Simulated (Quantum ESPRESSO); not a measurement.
# Pb under changes of volume

One of the cells (30.323 Å³/atom); the others are scaled copies at fixed shape and fractional positions:

```
CELL_PARAMETERS angstrom
0.00000 2.47502 2.47502
2.47502 0.00000 2.47502
2.47502 2.47502 0.00000
ATOMIC_POSITIONS crystal
Pb 0.00000 0.00000 0.00000
```

```yaml
Program: Quantum ESPRESSO 7.5
Functional: PBE
Dispersion: D3(BJ)
Potentials_or_basis: PseudoDojo 0.4.1 SR PBE standard
Cutoff: 762 eV
Density_cutoff: 3048 eV
k_mesh: 9 × 9 × 9
Occupations: fermi-dirac, width 0.05 eV
Spin: no spin polarisation
```

```tsv
volume (Å³/atom)	energy over the lowest point (meV/atom)	pressure (GPa)
28.503	21.75	3.7
29.110	10.00	2.4
29.716	?	?
30.323	0.00	0.3
30.929	0.76	-0.6
31.535	4.65	-1.4
32.142	11.26	-2.1
```

**Question.** What does the run at 29.716 Å³/atom give?

**Answer.** Energy over the lowest point 2.94 meV/atom; pressure 1.3 GPa.

Worked out: A Birch-Murnaghan fit of order 3 (a polynomial in V^(-2/3)) to the other rows has its minimum at 30.50 Å³/atom with B0 = V·E''(V) = 46 GPa and B' = 5.8. It gives 2.94 meV/atom at 29.716 Å³/atom, against the run's 2.94, and -dE/dV = 1.3 GPa, against 1.3.

Energies are extrapolated to zero smearing.

Caveats: pairwise dispersion overbinds metals, which lowers pressure and volume.
